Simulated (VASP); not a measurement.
# GaP (F-43m) in VASP: further runs, part 2 of 2

VASP 6.6.1. Earlier steps stand in the parts before.

## 4. Relaxation of cell and atoms, PBE

INCAR reads:

```
SYSTEM = GaP
  PREC = Accurate
  ENCUT = 600
  EDIFF = 1E-7
  ISMEAR = 0
  SIGMA = 0.02
  LREAL = .False.
  LASPH = .True.
  NELM = 100
  ALGO = Normal
  ISIF = 3
  LWAVE = .False.
  LCHARG = .False.
  GGA = PE
  IBRION = 2
  NSW = 100
  EDIFFG = -0.005
```

KPOINTS reads:

```
Automatic mesh
0
Gamma
  8 8 8
  0 0 0
```

POSCAR reads:

```
GaP
1.0
    0.0000000000      2.7252500000      2.7252500000
    2.7252500000      0.0000000000      2.7252500000
    2.7252500000      2.7252500000      0.0000000000
Ga P
1 1
Direct
    0.0000000000      0.0000000000      0.0000000000
    0.2500000000      0.2500000000      0.2500000000
```

Potentials or basis: VASP PAW PBE potentials, release 64 (Ga_d, P).

Started as:

```bash
> cat potpaw_PBE.64/Ga_d/POTCAR potpaw_PBE.64/P/POTCAR > POTCAR
> mpirun -np 1 vasp_std > vasp.out
```

OUTCAR:

```text
SYSTEM = GaP
   PREC = Accurate
   ENCUT = 600
   EDIFF = 1E-7
   ISMEAR = 0
   LREAL = .False.
   LASPH = .True.
   NELM = 100
   ISIF = 3
   GGA = PE
   IBRION = 2
   NSW = 100
   EDIFFG = -0.005

 ion  position               nearest neighbor table
   1  0.000  0.000  0.000-   2 2.36   2 2.36   2 2.36   2 2.36
   2  0.250  0.250  0.250-   1 2.36   1 2.36   1 2.36   1 2.36

  LATTYP: Found a face centered cubic cell.
 ALAT       =     5.4505000000

  Lattice vectors:

 A1 = (   0.0000000000,   2.7252500000,   2.7252500000)
 A2 = (   2.7252500000,   0.0000000000,   2.7252500000)
 A3 = (   2.7252500000,   2.7252500000,   0.0000000000)

Analysis of symmetry for initial positions (statically):
=====================================================================
 Subroutine PRICEL returns:
 Original cell was already a primitive cell.

 Routine SETGRP: Setting up the symmetry group for a
 face centered cubic supercell.

 Subroutine GETGRP returns: Found 24 space group operations
 (whereof 24 operations were pure point group operations)
 out of a pool of 48 trial point group operations.

The static configuration has the point symmetry T_d .

Analysis of symmetry for dynamics (positions and initial velocities):
=====================================================================
 Subroutine PRICEL returns:
 Original cell was already a primitive cell.

 Routine SETGRP: Setting up the symmetry group for a
 face centered cubic supercell.

 Subroutine GETGRP returns: Found 24 space group operations
 (whereof 24 operations were pure point group operations)
 out of a pool of 48 trial point group operations.

The dynamic configuration has the point symmetry T_d .

 Subroutine INISYM returns: Found 24 space group operations
 (whereof 24 operations are pure point group operations),
 and found     1 'primitive' translations

----------------------------------------------------------------------------------------

                                     Primitive cell

  volume of cell :      40.4808

  direct lattice vectors                    reciprocal lattice vectors
     0.000000000  2.725250000  2.725250000    -0.183469406  0.183469406  0.183469406
     2.725250000  0.000000000  2.725250000     0.183469406 -0.183469406  0.183469406
     2.725250000  2.725250000  0.000000000     0.183469406  0.183469406 -0.183469406

  length of vectors
     3.854085511  3.854085511  3.854085511     0.317778334  0.317778334  0.317778334

  position of ions in fractional coordinates (direct lattice)
     0.000000000  0.000000000  0.000000000
     0.250000000  0.250000000  0.250000000

  ion indices of the primitive-cell ions
   primitive index   ion index
                 1           1
                 2           2

----------------------------------------------------------------------------------------

 KPOINTS: Automatic mesh

Automatic generation of k-mesh.
 Grid dimensions read from file:
[... 48 lines left out ...]
   number of dos      NEDOS =    301   number of ions     NIONS =      2
   total plane-waves  NPLWV =  32768
   dimension x,y,z NGX =    32 NGY =   32 NGZ =   32
   dimension x,y,z NGXF=    64 NGYF=   64 NGZF=   64
   ions per type =               1   1
   NGX,Y,Z   is equivalent  to a cutoff of  13.80, 13.80, 13.80 a.u.
   NGXF,Y,Z  is equivalent  to a cutoff of  27.61, 27.61, 27.61 a.u.
 SYSTEM =  GaP
   PREC   = accura    normal or accurate (medium, high low for compatibility)
   ISTART =      0    job   : 0-new  1-cont  2-samecut
   ICHARG =      2    charge: 1-file 2-atom 10-const
   ISPIN  =      1    spin polarized calculation?
   LNONCOLLINEAR =      F non collinear calculations
   LSORBIT =      F    spin-orbit coupling
   LASPH  =      T    aspherical Exc in radial PAW
   ENCUT  =  600.0 eV  44.10 Ry    6.64 a.u.   7.70  7.70  7.70*2*pi/ulx,y,z
   NELM   =    100;   NELMIN=  2; NELMDL= -5     # of ELM steps
   EDIFF  = 0.1E-06   stopping-criterion for ELM
   LREAL  =      F    real-space projection
   EDIFFG = -.5E-02   stopping-criterion for IOM
   NSW    =    100    number of steps for IOM
   IBRION =      2    ionic relax: 0-MD 1-quasi-New 2-CG
   NFREE  =      1    steps in history (QN), initial steepest desc. (CG)
   ISIF   =      3    stress and relaxation
   ISYM   =      2    0-nonsym 1-usesym 2-fastsym
   POTIM  = 0.5000    time-step for ionic-motion
   TEBEG  =    0.0;   TEEND  =   0.0 temperature during run
   PSTRESS=    0.0 pullay stress
   NELECT =      18.0000    total number of electrons
   NUPDOWN=      -1.0000    fix difference up-down
   EMIN   =  10.00;   EMAX   =-10.00  energy-range for DOS
   EFERMI =   0.00;   METHOD = LEGACY
   ISMEAR =     0;   SIGMA  =   0.02  broadening in eV -4-tet -1-fermi 0-gaus
   EFERMI_NEDOS =   21; number of points for ismear=-14 and -15
   IALGO  =     38    algorithm
   IMIX   =      4    mixing-type and parameters
     AMIX     =   0.40;   BMIX     =  1.00
     AMIX_MAG =   1.60;   BMIX_MAG =  1.00
  volume/ion in A,a.u.               =      20.24       136.59
  Fermi-wavevector in a.u.,A,eV,Ry     =   1.249538  2.361284 21.243377  1.561344
  Thomas-Fermi vector in A             =   2.383574
   LORBIT       =      0    0 simple, 1 ext, 2 COOP (PROOUT), +10 PAW based schemes
   GGA     = PE    functional components
   LHFCALC =     F    Hartree Fock is set to
   AEXX    =    0.0000 exact exchange contribution
   IVDW    =     0    specifies the selected vdW correction
   LEPSILON=     F    determine dielectric tensor
   LRPA    =     F    only Hartree local field effects (RPA)
 conjugate gradient relaxation of ions
 non-spin polarized calculation
 Gauss-broadening in eV      SIGMA  =   0.02
  energy-cutoff  :      600.00
  volume of cell :       40.48
 maximum number of plane-waves:      1365
   NGX = 15   NGY = 15   NGZ = 15

--------------------------------------- Ionic step        1  -------------------------------------------

 number of electron      18.0000003 magnetization

 Free energy of the ion-electron system (eV)
  ---------------------------------------------------
  ext. energy  EPLUGINS =         0.00000000
  ---------------------------------------------------
  free energy    TOTEN  =        -9.11605108 eV

  energy without entropy =       -9.11605108  energy(sigma->0) =       -9.11605108

------------------------ aborting loop because EDIFF is reached ----------------------------------------

  FORCE on cell =-STRESS in cart. coord.  units (eV):
  Direction    XX          YY          ZZ          XY          YZ          ZX
  --------------------------------------------------------------------------------------
  -------------------------------------------------------------------------------------
  Total        0.6227868      0.6227868      0.6227868      0.0000000      0.0000000     -0.0000000
  in kB       24.6490934     24.6490934     24.6490934      0.0000000      0.0000000     -0.0000000
  external PRESSURE =      24.6490934 kB  Pullay stress =       0.0000000 kB
[... 59 lines left out ...]
--------------------------------------- Ionic step        3  -------------------------------------------

 number of electron      17.9999991 magnetization

 Free energy of the ion-electron system (eV)
  ---------------------------------------------------
  ext. energy  EPLUGINS =         0.00000000
  ---------------------------------------------------
  free energy    TOTEN  =        -9.12526473 eV

  energy without entropy =       -9.12526473  energy(sigma->0) =       -9.12526473

 E-fermi :   4.4411     XC(G=0):  -9.6966

 val. band max:        4.3508170308   @ k =   0.0000   0.0000   0.0000
 cond. band min:       5.9298191538   @ k =   0.0000   0.0000   0.0000
 fundamental gap:      1.5790021230
 Fermi energy:         4.4410817190

 k-point     1 :       0.0000    0.0000    0.0000
  band No.  band energies     occupation
      1     -10.1535      2.00000
      2     -10.1535      2.00000
      3     -10.1535      2.00000
      4     -10.0627      2.00000
      5     -10.0627      2.00000
      6      -7.9191      2.00000
      7       4.3508      2.00000
      8       4.3508      2.00000
      9       4.3508      2.00000
     10       5.9298      0.00000
     11       8.2464      0.00000
     12       8.2464      0.00000
     13       8.2464      0.00000
[... 354 lines left out ...]
  band No.  band energies     occupation
      1     -10.2320      2.00000
      2     -10.1255      2.00000
      3     -10.1146      2.00000
      4     -10.0671      2.00000
      5     -10.0560      2.00000
      6      -5.5614      2.00000
      7      -1.9227      2.00000
      8       1.2666      2.00000
      9       2.4972      2.00000
     10       7.7184      0.00000
     11       8.6696      0.00000
     12      10.7233      0.00000
     13      12.1862      0.00000

 [... further k-points ...]
[... 5 lines left out ...]
  --------------------------------------------------------------------------------------
  -------------------------------------------------------------------------------------
  Total       -0.0002527     -0.0002527     -0.0002527      0.0000000      0.0000000      0.0000000
  in kB       -0.0097076     -0.0097076     -0.0097076      0.0000000      0.0000000      0.0000000
  external PRESSURE =      -0.0097076 kB  Pullay stress =       0.0000000 kB
[... 17 lines left out ...]
  FREE ENERGIE OF THE ION-ELECTRON SYSTEM (eV)
  ---------------------------------------------------
  free  energy   TOTEN  =        -9.1252647288 eV

  energy  without entropy=       -9.1252647288  energy(sigma->0) =       -9.12526473

 reached required accuracy - stopping structural energy minimisation
```

It took 34 s on 1 thread of Intel Xeon Platinum 8488C (Sapphire Rapids), shared host; peak memory 0.19 GiB.

Results:

- Free energy: -9.1253 eV
- Relaxed volume: 20.86 Å³/atom
- Relaxed cell: a = 3.893 Å, b = 3.893 Å, c = 3.893 Å, α = 60.00°, β = 60.00°, γ = 60.00°
- Space group after relaxing (to 0.05 Å): F-43m (No. 216)
- Energy gained by relaxing: 4.6 meV/atom
- Ionic steps: 3
- Pressure after relaxing: 0.0 GPa
- Band gap on the k mesh: 1.58 eV, direct

The path:
| step | energy change (eV) | largest force (eV/Å) | pressure (GPa) | volume (Å³) |
| --- | --- | --- | --- | --- |
| 1 | 0.0000 | 0.0000 | 2.46 | 40.48 |
| 2 | -0.0071 | 0.0000 | -1.06 | 42.33 |
| 3 | -0.0092 | 0.0000 | 0.00 | 41.71 |

Final structure:
```
Ga P
1.0
     0.00000    2.75266    2.75266
     2.75266    0.00000    2.75266
     2.75266    2.75266    0.00000
Ga P
1 1
Direct
  0.00000 0.00000 0.00000
  0.25000 0.25000 0.25000
```

A k mesh can miss the band edges. Expect the measured gap to be larger: semilocal functionals such as PBE lack the derivative discontinuity.

## 5. Single point, PBE

This run uses another cell than the first one, of 20.85 Å³/atom, 1.030 times its volume.

INCAR reads:

```
SYSTEM = GaP
ALGO     = Normal         ! electronic algorithm
EDIFF    = 1E-6           ! SCF threshold, eV
ENCUT    = 520            ! plane-wave cutoff, eV
GGA      = PE             ! functional
ISIF     = 2              ! what is computed and relaxed
ISMEAR   = 0              ! smearing method
LASPH    = .TRUE.         ! aspherical terms in the spheres
LCHARG   = .TRUE.         ! write CHGCAR
LELF     = .TRUE.         ! ELF
LREAL    = .FALSE.        ! projectors in reciprocal space
LVHAR    = .TRUE.       
LWAVE    = .FALSE.        ! write WAVECAR
NBANDS   = 16             ! bands
NELM     = 100            ! most SCF steps
PREC     = Accurate       ! precision mode
SIGMA    = 0.02           ! smearing width, eV
```

KPOINTS reads:

```
k-points
0
G
  8 8 8
  0 0 0
```

POSCAR reads:

```
GaP
1.0
    0.0000000000      2.7525368115      2.7525368115
    2.7525368115      0.0000000000      2.7525368115
    2.7525368115      2.7525368115      0.0000000000
Ga P
1 1
Direct
    0.0000000000      0.0000000000      0.0000000000
    0.2500000000      0.2500000000      0.2500000000
```

Started as:

```bash
> cat potpaw_PBE.64/Ga_d/POTCAR potpaw_PBE.64/P/POTCAR > POTCAR
> mpirun -np 1 vasp_std > vasp.out
```

Run time: 20 s. Hardware: 1 thread of Intel Xeon Platinum 8488C (Sapphire Rapids), shared host; peak memory 0.17 GiB.

It converged, with:

* Free energy: -9.1256 eV
* Pressure: 0.0 GPa
* Band gap on the k mesh: 1.58 eV, direct

Levels at points of the mesh, in eV from the valence-band top:
```tsv
k point	band 6	band 7	band 8	band 9	band 10	band 11	band 12	band 13
(0.00, 0.00, 0.00)	-12.27	0.00	0.00	0.00	1.58	3.90	3.90	3.90
(0.50, 0.00, 0.00)	-10.30	-6.46	-1.07	-1.07	1.58	4.73	4.73	8.23
(0.50, 0.50, 0.00)	-9.44	-6.61	-2.58	-2.58	1.72	1.85	10.37	10.37
```

## 6. Summary

| task | cell | k mesh | cutoff (eV) | smearing | gap on the mesh (eV) | pressure (GPa) |
| --- | --- | --- | --- | --- | --- | --- |
| single point | F-43m, 20.24 Å³/atom | 6 × 6 × 6 | 520 | gaussian 0.1 eV | 1.65 | 2.5 |
| single point | F-43m, 20.85 Å³/atom | 8 × 8 × 8 | 520 | gaussian 0.02 eV | 1.58 | 0.0 |
| relaxation of cell and atoms | relaxed | 8 × 8 × 8 | 600 | gaussian 0.02 eV | 1.58 | 0.0 |

Alike in all rows: level PBE; potentials or basis VASP PAW PBE potentials, release 64 (Ga_d, P); no spin polarisation.

Absolute energies hang on the potentials; compare differences alone.

## 7. Comparison with measurements

Step 2. A measured gap of GaP is 2.34 eV (indirect; 10 K; quoted in “Stacking defects in GaP nanowires: Electronic structure and optical properties”, 2018, arxiv:1810.01194); the calculated 1.65 eV misses it by -0.69 eV. Spin-orbit coupling on Ga is left out. The value is that of PBE on a finite k mesh, which can miss the band edges, without temperature or zero-point motion. Semilocal functionals fall short of measured gaps as a rule.

Step 3. Measured gap of GaP: 2.34 eV (indirect; 10 K; quoted in “Stacking defects in GaP nanowires: Electronic structure and optical properties”, 2018, arxiv:1810.01194). This calculation gives 1.58 eV (-0.76 eV). Spin-orbit coupling on Ga is left out. The value is that of PBE on a finite k mesh, which can miss the band edges, without temperature or zero-point motion. Semilocal functionals fall short of measured gaps as a rule.

Step 5. Against the measured gap of GaP, 2.34 eV (indirect; 10 K; quoted in “Stacking defects in GaP nanowires: Electronic structure and optical properties”, 2018, arxiv:1810.01194), the calculated 1.58 eV is off by -0.76 eV. Spin-orbit coupling on Ga is left out. The value is that of PBE on a finite k mesh, which can miss the band edges, without temperature or zero-point motion. Semilocal functionals fall short of measured gaps as a rule.
